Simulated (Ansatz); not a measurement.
# Cs_Al in AlN (P6_3mc): charge-transition levels and formation energies

Charge states of Cs_Al in AlN (P6_3mc), set against the band edges. Model: a cell of 72 host atoms with 1 Al taken out and 1 Cs put in.

Calculated with Ansatz 0.2.0; place-levels on r2SCAN runs: charge-transition levels and formation energies with image-charge correction and potential alignment at the atomic sites; PAW set soft_1.

## Step 1: The starting structure

The cell holds 72 atoms: 35 Al, 36 N and 1 Cs. Its edges and angles: a = 9.320 Å, b = 9.320 Å, c = 9.956 Å, α = 90.0°, β = 90.0°, γ = 120.0°. It derives from AlN (space group P6_3mc). Nearest the centre at fractional (0.444, 0.556, 0.500): Cs34 at 0.00 Å, N11 at 1.89 Å, N43 at 1.89 Å, N35 at 1.89 Å, N40 at 1.90 Å, Al9 at 3.07 Å, Al13 at 3.07 Å, Al41 at 3.07 Å.

Structure file:

```xyz
72
Lattice="9.3196 0.0000 0.0000 -4.6598 8.0710 0.0000 0.0000 0.0000 9.9565" Properties=species:S:1:pos:R:3 pbc="T T T"
Al    1.5533    0.8968    2.4852
Al    0.0000    1.7936    4.9743
N     1.5533    0.8968    4.3848
N     0.0000    1.7936    1.8957
Al    1.5533    0.8968    7.4634
Al    0.0000    1.7936    9.9525
N     1.5533    0.8968    9.3631
N     0.0000    1.7936    6.8739
Al    0.0000    3.5871    2.4852
Al   -1.5533    4.4839    4.9743
N     0.0000    3.5871    4.3848
N    -1.5533    4.4839    1.8957
Al    0.0000    3.5871    7.4634
Al   -1.5533    4.4839    9.9525
N     0.0000    3.5871    9.3631
N    -1.5533    4.4839    6.8739
Al   -1.5533    6.2774    2.4852
Al   -3.1065    7.1742    4.9743
N    -1.5533    6.2774    4.3848
N    -3.1065    7.1742    1.8957
Al   -1.5533    6.2774    7.4634
Al   -3.1065    7.1742    9.9525
N    -1.5533    6.2774    9.3631
N    -3.1065    7.1742    6.8739
Al    4.6598    0.8968    2.4852
Al    3.1065    1.7936    4.9743
N     4.6598    0.8968    4.3848
N     3.1065    1.7936    1.8957
Al    4.6598    0.8968    7.4634
Al    3.1065    1.7936    9.9525
N     4.6598    0.8968    9.3631
N     3.1065    1.7936    6.8739
Al    3.1065    3.5871    2.4852
Cs    1.5533    4.4839    4.9743
N     3.1065    3.5871    4.3848
N     1.5533    4.4839    1.8957
Al    3.1065    3.5871    7.4634
Al    1.5533    4.4839    9.9525
N     3.1065    3.5871    9.3631
N     1.5533    4.4839    6.8739
Al    1.5533    6.2774    2.4852
Al    0.0000    7.1742    4.9743
N     1.5533    6.2774    4.3848
N     0.0000    7.1742    1.8957
Al    1.5533    6.2774    7.4634
Al    0.0000    7.1742    9.9525
N     1.5533    6.2774    9.3631
N     0.0000    7.1742    6.8739
Al    7.7663    0.8968    2.4852
Al    6.2130    1.7936    4.9743
N     7.7663    0.8968    4.3848
N     6.2130    1.7936    1.8957
Al    7.7663    0.8968    7.4634
Al    6.2130    1.7936    9.9525
N     7.7663    0.8968    9.3631
N     6.2130    1.7936    6.8739
Al    6.2130    3.5871    2.4852
Al    4.6598    4.4839    4.9743
N     6.2130    3.5871    4.3848
N     4.6598    4.4839    1.8957
Al    6.2130    3.5871    7.4634
Al    4.6598    4.4839    9.9525
N     6.2130    3.5871    9.3631
N     4.6598    4.4839    6.8739
Al    4.6598    6.2774    2.4852
Al    3.1065    7.1742    4.9743
N     4.6598    6.2774    4.3848
N     3.1065    7.1742    1.8957
Al    4.6598    6.2774    7.4634
Al    3.1065    7.1742    9.9525
N     4.6598    6.2774    9.3631
N     3.1065    7.1742    6.8739
```

The host's dielectric constants go in as inputs: (4.49, 4.49, 4.72) for the electrons alone, (8.15, 8.15, 9.65) with the ions, computed on the host (DFPT, PBEsol, on the r2SCAN cell), and a cell off the functional's own equilibrium shifts the ionic part.

The cell's shortest repeat is 9.3 Å.

## Step 2: The runs of each charge state

A transition level is the Fermi level at which two charge states cost the same, so each charge needs its own total energy, at its own relaxed structure.

Random displacements of about 0.05 Å break the site symmetry at the start, so that the relaxation can reach a distorted minimum if there is one. Forces are taken at one point at (¼, ¼, ¼). The cell holds 2 electrons more than the neutral one, with a uniform background that keeps it neutral on the whole.

The sampling was tested on the host first: at the k-points planned (1x1x1 shifted 0.25 0.25 0.25) its energy lies -0.014 eV an atom from the dense-mesh value, under the bound of 0.02 eV set for this test; that bounds the host's error, not the defect's.

One state's input; the others differ in charge, spin, start and seed, and in occupations where the table says so.

Contents of qm2.relax/input.yaml:

```yaml
crystal:
  lattice:
    - [3.10652185, 3.0e-08, 0.0]
    - [-1.55326095, 2.69032682, 0.0]
    - [0.0, 0.0, 4.97823886]
  atoms:
    - { symbol: Al, position: [0.66666667, 0.33333333, 0.49920333] }
    - { symbol: Al, position: [0.33333333, 0.66666667, 0.99920333] }
    - { symbol: "N", position: [0.66666667, 0.33333333, 0.88079667] }
    - { symbol: "N", position: [0.33333333, 0.66666667, 0.38079667] }
  supercell: [3, 3, 2]
  defects: [{ substitution: { at: 33, symbol: Cs } }]
total_charge: -2
basis:
  ecutwfc: 500
  xc_grid: 2
hamiltonian:
  xc: r2scan
  pseudopotentials: { kind: paw, azcp: { folder: soft_1 } }
kpoints:
  mp_grid: { grid: [1, 1, 1], shift: [0.25, 0.25, 0.25] }
scf:
  occupations: { method: fixed }
  max_iter: 80
output:
  forces: true
  charged_corrections: { epsilon: [4.49, 4.49, 4.72], static_epsilon: [8.15, 8.15, 9.65] }
relax:
  f_tol: 0.02
  max_steps: 80
  random_displacement: { amplitude: 0.05, seed: 8889 }
checkpoint:
  write: "../qm2.relax.run"
  compress: false
  write_wavefunctions: true
  write_every: 100000
```

The run is started by

```sh
ansatz run input.yaml --threads 4 --pin off --max-ram 15073MiB --backend cpu --events-out ev --progress --plain --runs-dir out
```

The relaxed structure is kept and the sampling changed to a 2×2×2 shifted mesh.

The run of this state that the levels use, under r2SCAN:

Contents of qm2.point/input.yaml:

```yaml
crystal:
  checkpoint: "../qm2.relax.run"
  host: checkpoint
total_charge: -2
basis:
  ecutwfc: 500
  xc_grid: 2
hamiltonian:
  xc: r2scan
  pseudopotentials: { kind: paw, azcp: { folder: soft_1 } }
kpoints:
  mp_grid: { grid: [2, 2, 2], shift: [0.5, 0.5, 0.5] }
scf:
  occupations: { method: fermi_dirac, width: 0.01 }
  max_iter: 80
output:
  forces: true
  eigenvalues: true
  charged_corrections:
    epsilon: [4.49, 4.49, 4.72]
    static_epsilon: [8.15, 8.15, 9.65]
    defect_position: [0.444444, 0.555556, 0.499602]
  eigenstates: { localisation: true }
  populations: true
checkpoint:
  read: "../qm2.relax.run"
  write: "../qm2.point.run"
  compress: false
  write_wavefunctions: false
  write_every: 100000
```

Relaxations under r2SCAN at one point at (¼, ¼, ¼); times on 4 threads of Arm Neoverse V1, shared host:

| charge | moment (μB) | occupations | outcome | steps | largest displacement against the far atoms (Å) | time |
| --- | --- | --- | --- | --- | --- | --- |
| −2 | 0 | fixed | converged | 11 | 0.88 | 2.3 min |
| −1 | 1 | fixed | converged | 12 | 0.80 | 6 min |
| 0 | 0 | fixed | converged | 9 | 0.71 | 2.3 min |
| 0 | 2 | fixed | converged | 12 | 0.78 | 6.8 min |
| +1 | 1 | fixed | converged | 9 | 0.72 | 4.7 min |
| +1 | 3 | fixed | converged | 13 | 0.72 | 6.2 min |

Single points under r2SCAN at a 2×2×2 shifted mesh; times on 4 threads of Arm Neoverse V1, shared host:

| charge | moment (μB) | occupations | outcome | time |
| --- | --- | --- | --- | --- |
| −2 | 0 | fermi-dirac | converged | 76 s |
| −1 | 1 | fermi-dirac | converged | 2.9 min |
| 0 | 0 | fermi-dirac | converged | 93 s |
| 0 | 2 | fermi-dirac | converged | 4.1 min |
| +1 | 1 | fermi-dirac | converged | 3.1 min |
| +1 | 3 | fermi-dirac | converged | 3.1 min |

Distances (Å) from Cs34 to the nearest atoms after relaxation with r2SCAN:

| charge | moment (μB) | 1. | 2. | 3. | 4. | 5. | 6. |
| --- | --- | --- | --- | --- | --- | --- | --- |
| −2 | 0 | N 2.46 | N 2.48 | N 2.48 | N 2.55 | Al 3.04 | Al 3.05 |
| −1 | 1 | N 2.35 | N 2.48 | N 2.48 | N 2.53 | Al 2.97 | Al 3.01 |
| 0 | 0 | N 2.17 | N 2.43 | N 2.43 | N 2.45 | Al 2.88 | Al 2.89 |
| 0 | 2 | N 2.39 | N 2.42 | N 2.48 | N 2.52 | Al 3.06 | Al 3.07 |
| +1 | 1 | N 2.40 | N 2.40 | N 2.41 | N 2.56 | N 3.16 | Al 3.18 |
| +1 | 3 | N 2.40 | N 2.40 | N 2.40 | N 2.55 | Al 3.17 | Al 3.17 |

## Step 3: Placing the levels, r2SCAN

A charged cell interacts with its images and the background, and its potential has another zero than the host's. place-levels removes the first by a point-charge model, screened by the static dielectric constant since the ions have relaxed around the charge, and the second by comparing potentials at atoms far from the defect.

The host is a run of the defect-free crystal in the same cutoffs, grids and k-points, so that basis and sampling errors cancel in part in the differences. The host is run in a cell of 8 atoms on a matching mesh. Its band edges are searched through the zone by a band path, so the gap is smaller than, or equal to, that on the mesh. Chemical potentials are energies per atom of Al (fcc) and Cs (bcc), run with the same functional and cutoff.

Contents of levels.point.yaml:

```yaml
host:
  run: host.point.run
states: [qm2.point.run, qm1_M1.point.run, q0.point.run, q0_M2.point.run, qp1_M1.point.run, qp1_M3.point.run]
geometry_from:
  qm2.point.run: qm2.relax.run
  qm1_M1.point.run: qm1_M1.relax.run
  q0.point.run: q0.relax.run
  q0_M2.point.run: q0_M2.relax.run
  qp1_M1.point.run: qp1_M1.relax.run
  qp1_M3.point.run: qp1_M3.relax.run
  host.point.run: host.relax.run
chemical_potentials:
  Al:
    energy: -540.418346
    dataset: <sha256 of the dataset>
  Cs:
    energy: -5686.056881
    dataset: "<sha256 of the dataset>"
epsilon: [4.49, 4.49, 4.72]
static_epsilon: [8.15, 8.15, 9.65]
vertical:
  - { from: qm2.point.run, to: qm2.point_neutral.run }
  - { from: qm1_M1.point.run, to: qm1_M1.point_neutral.run }
  - { from: qp1_M1.point.run, to: qp1_M1.point_neutral.run }
  - { from: qp1_M3.point.run, to: qp1_M3.point_neutral.run }
```

The run is started by

```sh
ansatz place-levels levels.point.yaml -- --threads 4 --pin off --max-ram 15073MiB
```

Numbers of over 12 decimals in the logs are rounded to 6 here.

The program printed:

```text
[... repeated set-up lines and file paths are left out, and long positions are rounded to six places ...]
(+1/0) 1.026 eV above the valence edge, 3.851 eV under the conduction edge
(0/-1) 1.741 eV above the valence edge, 3.137 eV under the conduction edge
(-1/-2) 2.392 eV above the valence edge, 2.486 eV under the conduction edge
formation energy of charge +1: +11.386 eV with the Fermi level at the valence edge
formation energy of charge 0: +12.413 eV with the Fermi level at the valence edge
formation energy of charge -1: +14.154 eV with the Fermi level at the valence edge
formation energy of charge -2: +16.546 eV with the Fermi level at the valence edge
vertical -2 to 0: no energy, since no alignment is typed
  the change from vertical[0].from (qm2.point.run) to vertical[0].to (qm2.point_neutral.run): by its potential at epsilon [4.49, 4.49, 4.72] it stands at 0.499 0.502 0.451, with an rms radius of about 2.5 Å (1.5 1.5 1.4 Å across the planes of the cell's [...]
vertical -1 to 0: no energy, since no alignment is typed
  the change from vertical[1].from (qm1_M1.point.run) to vertical[1].to (qm1_M1.point_neutral.run): by its potential at epsilon [4.49, 4.49, 4.72] it stands at 0.460 0.541 0.466, with an rms radius of about 2.8 Å (1.6 1.6 1.5 Å across the planes of the cell's [...]
vertical +1 to 0: no energy, since no alignment is typed
  the change from vertical[2].from (qp1_M1.point.run) to vertical[2].to (qp1_M1.point_neutral.run): by its potential at epsilon [4.49, 4.49, 4.72] it stands at 0.504 0.496 0.429, with an rms radius of about 2.1 Å (1.5 1.5 0.0 Å across the planes of the cell's [...]
vertical +1 to 0: no energy, since no alignment is typed
  the change from vertical[3].from (qp1_M3.point.run) to vertical[3].to (qp1_M3.point_neutral.run): by its potential at epsilon [4.49, 4.49, 4.72] it stands at 0.500 0.500 0.427, with an rms radius of about 2.0 Å (1.4 1.4 0.0 Å across the planes of the cell's [...]
  edges by r2scan, gap 4.878 eV; the host is sampled to repeats of 18.64 Å
  the defect's cells are sampled to repeats of 18.64 Å, like sampling
  charge +1: -38566.6823 eV with its correction of +0.595 eV, at epsilon [8.15, 8.15, 9.65], aligned at sites: +0.3323 eV, mean over 33 atomic sites at or beyond 4.66 Å from the host's site at [0.4444, 0.5556, 0.4997] by the defect at [0.4444, 0.5556, [...]
  charge 0: +0.000 eV for its dipole among its images, +0.000 omitted
  charge -1: -38550.0785 eV with its correction of -0.130 eV, at epsilon [8.15, 8.15, 9.65], aligned at sites: +0.3931 eV, mean over 33 atomic sites at or beyond 4.66 Å from the host's site at [0.4444, 0.5556, 0.4997] by the defect at [0.4444, 0.5556, [...]
  charge -2: -38540.7685 eV with its correction of +0.171 eV, at epsilon [8.15, 8.15, 9.65], aligned at sites: +0.4399 eV, mean over 33 atomic sites at or beyond 4.66 Å from the host's site at [0.4444, 0.5556, 0.4997] by the defect at [0.4444, 0.5556, [...]
  charge +1: states[5] (qp1_M3.point.run) stands 0.009 eV higher, with a moment of 3.00 μB against 1.00
  charge 0: states[2] (q0.point.run) stands 0.359 eV higher, with a moment of 0.00 μB against 2.00
  of states[4] (qp1_M1.point.run): it parts from the run at its places by a charge that spreads by about 1.5 Å along one vector (1.4 Å or more is wide), by its potential at epsilon [4.49, 4.49, 4.72], taken for that of held ions (one typed too small widens [...]
  of states[3] (q0_M2.point.run): its alignment with the host at atomic sites is doubtful: the mean over the far sites moves by -0.0655 eV from their farther parts to their nearer, more than 0.05 eV. [...]
  of states[1] (qm1_M1.point.run): it parts from the run at its places by a charge that spreads by about 1.6 Å along one vector (1.4 Å or more is wide), by its potential at epsilon [4.49, 4.49, 4.72], taken for that of held ions (one typed too small widens [...]
  of states[0] (qm2.point.run): it parts from the run at its places by a charge that spreads by about 1.5 Å along one vector (1.4 Å or more is wide), by its potential at epsilon [4.49, 4.49, 4.72], taken for that of held ions (one typed too small widens it), [...]
  of states[5] (qp1_M3.point.run): it parts from the run at its places by a charge that spreads by about 1.4 Å along one vector (1.4 Å or more is wide), by its potential at epsilon [4.49, 4.49, 4.72], taken for that of held ions (one typed too small widens [...]
  of states[2] (q0.point.run): its displacements don't fall off away from the defect: farther atoms stand 0.027 Å off the host's places. [...]
  of vertical[0].from (qm2.point.run): its displacements don't fall off away from the defect: farther atoms stand 0.04 Å off the host's places. [...]
  vertical[0].to (qm2.point_neutral.run): levels filled in part (TS 0.009 eV): its energy is of no whole electron's
  of vertical[0].to (qm2.point_neutral.run): its displacements don't fall off away from the defect: farther atoms stand 0.04 Å off the host's places. [...]
  of vertical[1].from (qm1_M1.point.run): its displacements don't fall off away from the defect: farther atoms stand 0.038 Å off the host's places. [...]
  vertical[1].to (qm1_M1.point_neutral.run): levels filled in part (TS 0.016 eV): its energy is of no whole electron's
  of vertical[1].to (qm1_M1.point_neutral.run): its displacements don't fall off away from the defect: farther atoms stand 0.038 Å off the host's places. [...]
  of vertical[2].from (qp1_M1.point.run): its displacements don't fall off away from the defect: farther atoms stand 0.038 Å off the host's places. [...]
  vertical[2].to (qp1_M1.point_neutral.run): levels filled in part (TS 0.017 eV): its energy is of no whole electron's
  of vertical[2].to (qp1_M1.point_neutral.run): its displacements don't fall off away from the defect: farther atoms stand 0.038 Å off the host's places. [...]
  of vertical[3].from (qp1_M3.point.run): its displacements don't fall off away from the defect: farther atoms stand 0.038 Å off the host's places. [...]
  vertical[3].to (qp1_M3.point_neutral.run): levels filled in part (TS 0.015 eV): its energy is of no whole electron's
  of vertical[3].to (qp1_M3.point_neutral.run): its displacements don't fall off away from the defect: farther atoms stand 0.038 Å off the host's places. [...]
```

Elapsed: 0.68 s, on 4 threads of Arm Neoverse V1, shared host.

[end of part 1 of 2]

[Logs are printed without paths, hosts, clocks, repeated set-up lines and the standing remarks that a program may print on its own settings, such as how far it seeks lower states.]

[Hosts, paths, dates, database ids (printed as entryN), source tags and the programs' standing remarks are cut or masked in the printed files.]

[Where a table of states has a column of steps, it counts the stored structures, which are thinned; the runs took as many ionic steps or more.]

[A defect's name tells the site on which it was built; relaxed atoms can leave that site.]

[For some hosts the program warned that the k-mesh of the response run may be too coarse for force constants and the static dielectric constant; such warnings are not shown here.]
